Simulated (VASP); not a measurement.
# GaN in VASP: a series of runs

The runs below take GaN through single point, relaxation of the atoms, with PBEsol.

Program: VASP 6.6.1. These are calculated values, not measurements. Logs are shortened: lines on timing, memory, paths and dates and some standing lists are left out, and cuts for length are marked.

## Step 1: The structure

The cell holds a slab with vacuum, 8 atoms: a = 3.180 Å, b = 5.183 Å, c = 18.672 Å, α = 90.00°, β = 90.00°, γ = 90.00°.

## Step 2: Single point, PBEsol

Contents of INCAR:

```
SYSTEM = GaN
  PREC = Accurate
  ENCUT = 520
  EDIFF = 1E-6
  ISMEAR = 0
  SIGMA = 0.03
  LREAL = .False.
  LASPH = .True.
  NELM = 80
  ALGO = Normal
  ISIF = 2
  LWAVE = .False.
  LCHARG = .False.
  LDIPOL = .True.
  IDIPOL = 3
  DIPOL = 0.5 0.5 0.500
  GGA = PS
  NBANDS = 46
  LVHAR = .True.
  LVACPOTAV = .True.
  ICORELEVEL = 1
  KPAR = 4
```

Contents of KPOINTS:

```
regular mesh
0
Gamma
  8 5 1
  0 0 0
```

Contents of POSCAR:

```
GaN
1.0
    3.1802300300      0.0000000000      0.0000000000
    0.0000000000      5.1832170000      0.0000000000
    0.0000000000      0.0000000000     18.6722151400
Ga N
4 4
Direct
    0.9999994900      0.0007600000      0.4016663200
    0.5000004900      0.5007600000      0.4508332400
    0.4999994800      0.0007600000      0.5491667600
    0.0000004800      0.5007600000      0.5983336800
    0.9999994900      0.6242400000      0.4016663200
    0.5000004900      0.1242400000      0.4508332400
    0.4999994800      0.6242400000      0.5491667600
    0.0000004800      0.1242400000      0.5983336800
```

Potentials or basis: VASP PAW PBE potentials, release 64 (Ga_d, N).

The run is started by

```bash
> cat potpaw_PBE.64/Ga_d/POTCAR potpaw_PBE.64/N/POTCAR > POTCAR
> mpirun -np 4 vasp_std > vasp.out
```

OUTCAR:

```text
SYSTEM = GaN
   PREC = Accurate
   ENCUT = 520
   EDIFF = 1E-6
   ISMEAR = 0
   LREAL = .False.
   LASPH = .True.
   NELM = 80
   ISIF = 2
   GGA = PS

 ion  position               nearest neighbor table
   1  1.000  0.001  0.402-   6 1.94   6 1.94   5 1.95
   2  0.500  0.501  0.451-   7 1.94   5 1.94   5 1.94   6 1.95
   3  0.500  0.001  0.549-   6 1.94   8 1.94   8 1.94   7 1.95
   4  0.000  0.501  0.598-   7 1.94   7 1.94   8 1.95
   5  1.000  0.624  0.402-   2 1.94   2 1.94   1 1.95
   6  0.500  0.124  0.451-   3 1.94   1 1.94   1 1.94   2 1.95
   7  0.500  0.624  0.549-   2 1.94   4 1.94   4 1.94   3 1.95
   8  0.000  0.124  0.598-   3 1.94   3 1.94   4 1.95

  LATTYP: Found a simple orthorhombic cell.
 ALAT       =     3.1802300300
 B/A-ratio  =     1.6298245571
 C/A-ratio  =     5.8713410552

  Lattice vectors:

 A1 = (   3.1802300300,   0.0000000000,   0.0000000000)
 A2 = (   0.0000000000,   5.1832170000,   0.0000000000)
 A3 = (   0.0000000000,   0.0000000000,  18.6722151400)

Analysis of symmetry for initial positions (statically):
=====================================================================
 Subroutine PRICEL returns:
 Original cell was already a primitive cell.

 Routine SETGRP: Setting up the symmetry group for a
 simple orthorhombic supercell.

 Subroutine GETGRP returns: Found  4 space group operations
 (whereof  2 operations were pure point group operations)
 out of a pool of  8 trial point group operations.

The static configuration has the point symmetry C_1h.
 The point group associated with its full space group is C_2v.

Analysis of symmetry for dynamics (positions and initial velocities):
=====================================================================
 Subroutine PRICEL returns:
 Original cell was already a primitive cell.

 Routine SETGRP: Setting up the symmetry group for a
 simple orthorhombic supercell.

 Subroutine GETGRP returns: Found  4 space group operations
 (whereof  2 operations were pure point group operations)
 out of a pool of  8 trial point group operations.

The dynamic configuration has the point symmetry C_1h.
 The point group associated with its full space group is C_2v.

 Subroutine INISYM returns: Found  4 space group operations
 (whereof  2 operations are pure point group operations),
 and found     1 'primitive' translations

----------------------------------------------------------------------------------------

                                     Primitive cell

  volume of cell :     307.7895

  direct lattice vectors                    reciprocal lattice vectors
     3.180230030  0.000000000  0.000000000     0.314442663  0.000000000  0.000000000
     0.000000000  5.183217000  0.000000000     0.000000000  0.192930375  0.000000000
     0.000000000  0.000000000 18.672215140     0.000000000  0.000000000  0.053555510

  length of vectors
     3.180230030  5.183217000 18.672215140     0.314442663  0.192930375  0.053555510

  position of ions in fractional coordinates (direct lattice)
     0.999999490  0.000760000  0.401666320
     0.500000490  0.500760000  0.450833240
     0.499999480  0.000760000  0.549166760
     0.000000480  0.500760000  0.598333680
     0.999999490  0.624240000  0.401666320
     0.500000490  0.124240000  0.450833240
     0.499999480  0.624240000  0.549166760
     0.000000480  0.124240000  0.598333680

  ion indices of the primitive-cell ions
   primitive index   ion index
                 1           1
                 2           2
                 3           3
                 4           4
                 5           5
                 6           6
                 7           7
                 8           8

----------------------------------------------------------------------------------------

 KPOINTS: regular mesh

Automatic generation of k-mesh.
 Grid dimensions read from file:
 generate k-points for:    8    5    1

 Generating k-lattice:

  Cartesian coordinates                     Fractional coordinates (reciprocal lattice)
     0.039305333  0.000000000  0.000000000     0.125000000  0.000000000  0.000000000
     0.000000000  0.038586075  0.000000000     0.000000000  0.200000000  0.000000000
     0.000000000  0.000000000  0.053555510     0.000000000  0.000000000  1.000000000

  Length of vectors
     0.039305333  0.038586075  0.053555510

  Shift w.r.t. Gamma in fractional coordinates (k-lattice)
     0.000000000  0.000000000  0.000000000

 Subroutine IBZKPT returns following result:
 ===========================================

 Found     15 irreducible k-points:

 Following reciprocal coordinates:
            Coordinates               Weight
  0.000000  0.000000  0.000000      1.000000
  0.125000  0.000000  0.000000      2.000000
  0.250000  0.000000  0.000000      2.000000
  0.375000  0.000000  0.000000      2.000000
  0.500000  0.000000  0.000000      1.000000
  0.000000  0.200000  0.000000      2.000000
  0.125000  0.200000  0.000000      4.000000
  0.250000  0.200000  0.000000      4.000000
  0.375000  0.200000  0.000000      4.000000
  0.500000  0.200000  0.000000      2.000000
  0.000000  0.400000  0.000000      2.000000
  0.125000  0.400000  0.000000      4.000000
  0.250000  0.400000  0.000000      4.000000
  0.375000  0.400000  0.000000      4.000000
  0.500000  0.400000  0.000000      2.000000
   k-points           NKPTS =     15   k-points in BZ     NKDIM =     15   number of bands    NBANDS=     46
   number of dos      NEDOS =    301   number of ions     NIONS =      8
   total plane-waves  NPLWV = 134400
   dimension x,y,z NGX =    24 NGY =   40 NGZ =  140
   dimension x,y,z NGXF=    48 NGYF=   80 NGZF=  280
   ions per type =               4   4
   NGX,Y,Z   is equivalent  to a cutoff of  12.55, 12.83, 12.46 a.u.
   NGXF,Y,Z  is equivalent  to a cutoff of  25.09, 25.66, 24.93 a.u.
 SYSTEM =  GaN
   PREC   = accura    normal or accurate (medium, high low for compatibility)
   ISTART =      0    job   : 0-new  1-cont  2-samecut
   ICHARG =      2    charge: 1-file 2-atom 10-const
   ISPIN  =      1    spin polarized calculation?
   LNONCOLLINEAR =      F non collinear calculations
   LSORBIT =      F    spin-orbit coupling
   LASPH  =      T    aspherical Exc in radial PAW
   ENCUT  =  520.0 eV  38.22 Ry    6.18 a.u.   5.91  9.64 34.72*2*pi/ulx,y,z
   NELM   =     80;   NELMIN=  2; NELMDL= -5     # of ELM steps
   EDIFF  = 0.1E-05   stopping-criterion for ELM
   LREAL  =      F    real-space projection
[... 7 lines left out ...]
   TEBEG  =    0.0;   TEEND  =   0.0 temperature during run
   PSTRESS=    0.0 pullay stress
   NELECT =      72.0000    total number of electrons
   NUPDOWN=      -1.0000    fix difference up-down
   EMIN   =  10.00;   EMAX   =-10.00  energy-range for DOS
   EFERMI =   0.00;   METHOD = LEGACY
   ISMEAR =     0;   SIGMA  =   0.03  broadening in eV -4-tet -1-fermi 0-gaus
   EFERMI_NEDOS =   21; number of points for ismear=-14 and -15
   IALGO  =     38    algorithm
   IMIX   =      4    mixing-type and parameters
     AMIX     =   0.40;   BMIX     =  1.00
     AMIX_MAG =   1.60;   BMIX_MAG =  1.00
  volume/ion in A,a.u.               =      38.47       259.63
  Fermi-wavevector in a.u.,A,eV,Ry     =   1.008713  1.906192 13.843962  1.017502
  Thomas-Fermi vector in A             =   2.141597
   LORBIT       =      0    0 simple, 1 ext, 2 COOP (PROOUT), +10 PAW based schemes
   GGA     = PS    functional components
   LHFCALC =     F    Hartree Fock is set to
   AEXX    =    0.0000 exact exchange contribution
   IVDW    =     0    specifies the selected vdW correction
   LEPSILON=     F    determine dielectric tensor
   LRPA    =     F    only Hartree local field effects (RPA)
 non-spin polarized calculation
 Gauss-broadening in eV      SIGMA  =   0.03
  energy-cutoff  :      520.00
  volume of cell :      307.79
 maximum number of plane-waves:      8320
 NGX is ok and might be reduce to    24
   NGX = 11   NGY = 19   NGZ = 69

 dipolmoment           0.000000      0.000000      0.000000 electrons x Angstroem

 number of electron      71.9999978 magnetization

 dipolmoment           0.000000      0.000000     -0.000000 electrons x Angstroem

 Free energy of the ion-electron system (eV)
  ---------------------------------------------------
  ext. energy  EPLUGINS =         0.00000000
  ---------------------------------------------------
  free energy    TOTEN  =       -47.98631383 eV

  energy without entropy =      -47.98631383  energy(sigma->0) =      -47.98631383

 the core state eigenenergies are
   1-  1s -10225.4833  2s  -1258.8523  2p  -1095.3171  3s   -144.9645  3p    -95.7022

   2-  1s -10224.3789  2s  -1257.7829  2p  -1094.2414  3s   -143.9822  3p    -94.7238

   3-  1s -10224.3788  2s  -1257.7829  2p  -1094.2413  3s   -143.9822  3p    -94.7238

   4-  1s -10225.4833  2s  -1258.8524  2p  -1095.3171  3s   -144.9646  3p    -95.7022

   5-  1s   -377.3826
   6-  1s   -378.3625
   7-  1s   -378.3625
   8-  1s   -377.3826

 E-fermi :  -1.6527     XC(G=0):  -4.3656

 val. band max:       -1.8595239025   @ k =   0.0000   0.0000   0.0000
 cond. band min:      -1.4830132369   @ k =   0.0000   0.0000   0.0000
 fundamental gap:      0.3765106657
 Fermi energy:        -1.6527229903

 k-point     1 :       0.0000    0.0000    0.0000
  band No.  band energies     occupation
      1     -18.0278      2.00000
      2     -17.6228      2.00000
      3     -16.6863      2.00000
      4     -16.6773      2.00000
      5     -16.1745      2.00000
      6     -16.1718      2.00000
[... 38 lines left out ...]
     45       4.3457      0.00000
     46       4.6655      0.00000

 k-point     2 :       0.1250    0.0000    0.0000
  band No.  band energies     occupation
      1     -17.9615      2.00000
      2     -17.5903      2.00000
      3     -16.6641      2.00000
      4     -16.6571      2.00000
      5     -16.1912      2.00000
      6     -16.1876      2.00000
[... 629 lines left out ...]
 k-point    15 :       0.5000    0.4000    0.0000
  band No.  band energies     occupation
      1     -17.5614      2.00000
      2     -17.4987      2.00000
      3     -16.5275      2.00000
      4     -16.5251      2.00000
      5     -16.1383      2.00000
      6     -16.1353      2.00000
[... 38 lines left out ...]
     45       6.0225      0.00000
     46       6.4530      0.00000

------------------------ aborting loop because EDIFF is reached ----------------------------------------

  FORCE on cell =-STRESS in cart. coord.  units (eV):
  Direction    XX          YY          ZZ          XY          YZ          ZX
  --------------------------------------------------------------------------------------
  -------------------------------------------------------------------------------------
  Total       -1.3696254     -6.9816104     -2.1305846      0.0000000      0.0000000      0.0000000
  in kB       -7.1294923    -36.3423014    -11.0906141      0.0000000      0.0000000      0.0000000
  external PRESSURE =     -18.1874693 kB  Pullay stress =       0.0000000 kB

 VOLUME and BASIS-vectors are now :
 -----------------------------------------------------------------------------
  energy-cutoff  :      520.00
  volume of cell :      307.79
      direct lattice vectors                 reciprocal lattice vectors
     3.180230030  0.000000000  0.000000000     0.314442663  0.000000000  0.000000000
     0.000000000  5.183217000  0.000000000     0.000000000  0.192930375  0.000000000
     0.000000000  0.000000000 18.672215140     0.000000000  0.000000000  0.053555510

 POSITION                                       TOTAL-FORCE (eV/Angst)
 -----------------------------------------------------------------------------------
      3.18023      0.00394      7.50000         0.000000     -1.827419      1.723921
      1.59012      2.59555      8.41806         0.000000      0.679251     -1.744747
      1.59011      0.00394     10.25416         0.000000      0.679251      1.744747
      0.00000      2.59555     11.17222         0.000000     -1.827419     -1.723921
      3.18023      3.23557      7.50000         0.000000      0.656276      0.555953
      1.59012      0.64396      8.41806         0.000000      0.491893     -1.687661
      1.59011      3.23557     10.25416         0.000000      0.491893      1.687661
      0.00000      0.64396     11.17222         0.000000      0.656276     -0.555953
 -----------------------------------------------------------------------------------
    total drift:                               -0.000023      0.000979      0.001585

  FREE ENERGIE OF THE ION-ELECTRON SYSTEM (eV)
  ---------------------------------------------------
  free  energy   TOTEN  =       -47.9863138256 eV

  energy  without entropy=      -47.9863138256  energy(sigma->0) =      -47.98631383

 vacuum level on the upper side and lower side of the slab         3.103         3.103
```

Run time: 1.7 min. Hardware: 4 MPI ranks of Intel Xeon 6975P-C (Granite Rapids), shared host; peak memory 0.42 GiB.

Results:

- Free energy: -47.9863 eV
- Largest force: 2.512 eV/Å
- Band gap on the k mesh: 0.38 eV, direct
- Ionisation potential of the upper face: 4.96 eV

Forces on the atoms (eV/Å):
```
Ga   0.000 -1.827  1.724
Ga   0.000  0.679 -1.745
Ga   0.000  0.679  1.745
Ga   0.000 -1.827 -1.724
N    0.000  0.656  0.556
N    0.000  0.492 -1.688
N    0.000  0.492  1.688
N    0.000  0.656 -0.556
```

Core levels (eV, on the scale of the bands):
| atom | levels |
| --- | --- |
| 1 Ga | 1s -10225.5, 2s -1258.9, 2p -1095.3, 3s -145.0, 3p -95.7 |
| 2 Ga | 1s -10224.4, 2s -1257.8, 2p -1094.2, 3s -144.0, 3p -94.7 |
| 3 Ga | 1s -10224.4, 2s -1257.8, 2p -1094.2, 3s -144.0, 3p -94.7 |
| 4 Ga | 1s -10225.5, 2s -1258.9, 2p -1095.3, 3s -145.0, 3p -95.7 |
| 5 N | 1s -377.4 |
| 6 N | 1s -378.4 |

Caveat: the PAW data sets were made with another functional, which shifts forces and pressure a little.

[end of part 1 of 2]
